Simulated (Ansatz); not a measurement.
A trial cell of B, before relaxation:

```cif
data_structure
_symmetry_space_group_name_H-M 'P6_3/mmc'
_symmetry_Int_Tables_number 194
_cell_length_a 2.7927
_cell_length_b 2.7927
_cell_length_c 13.6812
_cell_angle_alpha 90.000
_cell_angle_beta 90.000
_cell_angle_gamma 120.000
_cell_volume 92.40
loop_
_atom_site_label
_atom_site_type_symbol
_atom_site_symmetry_multiplicity
_atom_site_Wyckoff_symbol
_atom_site_fract_x
_atom_site_fract_y
_atom_site_fract_z
_atom_site_occupancy
B1 B 4 e 0.00000 0.00000 0.18750 1
B2 B 4 f 0.33333 0.66667 0.52083 1
B3 B 4 f 0.33333 0.66667 0.64583 1
```

Computed with DFT PBE, scalar-relativistic, plane waves, PAW (Ansatz). Cutoff 420 eV, Gaussian smearing, Γ-centred meshes. Cell and atoms relax first on a coarse mesh and then on a finer one. In between, the cell is made exact in the group found at 0.06 Å. In metals the finer mesh still leaves noise of several meV/atom or more. The steps can't lower the symmetry of their start. No spin polarisation.

A guess keeps its type if space group and coordination stay and the shape of the cell changes little (axis ratios within about 15 %, angles within 6°); the volume may change.

Question: Does it keep its structure type, or change into something else?

Answer: It doesn't keep its type. The symmetry stays P6_3/mmc (No. 194). The volume per atom shrinks by 7.9 %, from 7.7 to 7.1 Å³. The shortest distance goes from 1.71 Å (B–B) to 1.61 Å (B–B). The ratio c/a of the conventional cell changes by a factor of 0.84. Counting neighbours within 15 % of an atom's shortest distance, the start has B 4 and the end B 1/5/6. In detail, at the end B on its first site has 3 B at 1.78 Å and 3 B at 1.92 Å; B on its second site is surrounded by 1 B at 1.61 Å and 6 B at 1.92–1.95 Å; around B on its third site lie 5 B at 1.61–1.78 Å.

```xyz
12
Lattice="2.8754 0.0000 0.0000 -1.4377 2.4902 0.0000 0.0000 0.0000 11.8794" Properties=species:S:1:pos:R:3 pbc="T T T"
B     0.0000    0.0000    1.4712
B     0.0000    0.0000    7.4109
B     0.0000    0.0000    4.4685
B     0.0000    0.0000   10.4081
B     0.0000    1.6601    6.4514
B     1.4377    0.8301    0.5118
B     0.0000    1.6601   11.3676
B     1.4377    0.8301    5.4279
B     0.0000    1.6601    8.0586
B     1.4377    0.8301    2.1190
B     0.0000    1.6601    9.7604
B     1.4377    0.8301    3.8207
```

Energies count from the standard state of B at the same level.

Question: At what energy does it end?

Answer: +0.56 eV/atom. It lies above the standard state, so it could only be metastable.

The last run used an 18×18×4 mesh (in the run's order of axes) for its 12-atom cell and Gaussian smearing of 0.10 eV. Symmetry constrained the relaxation, so the result can be a saddle point. Another cell of B relaxed alike, in P6_122, lies 91 meV/atom lower, so this cell isn't the stable form at this level.

In counts of neighbours, a slash parts the counts of unlike sites.
